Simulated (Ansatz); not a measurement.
KBr:

```
Br K
1.0
     0.00000    3.30000    3.30000
     3.30000    0.00000    3.30000
     3.30000    3.30000    0.00000
Br K
1 1
Direct
  0.50000 0.50000 0.50000
  0.00000 0.00000 0.00000
```

Base run:

* Program: Ansatz 0.2.0
* Functional: RPBE
* Potentials or basis: all-electron LAPW, scalar-relativistic
* Cutoff: 127 eV
* Density cutoff: 508 eV
* Basis error allowed: 0.001 eV/atom
* k mesh: 7 × 7 × 7
* Occupations: fermi-dirac, width 0.05 eV
* Spin: no spin polarisation

Its results: band gap on the k mesh 4.77 eV, direct; pressure 2.1 GPa.

**Question.** The run is repeated on the same cell with these changes: functional from RPBE to LDA. What comes out?

**Answer.** Band gap on the k mesh 4.03 eV, direct; pressure -1.6 GPa.

LDA binds more tightly than RPBE, so the same cell stands under less pressure.

Not every run made on this cell is shown here.
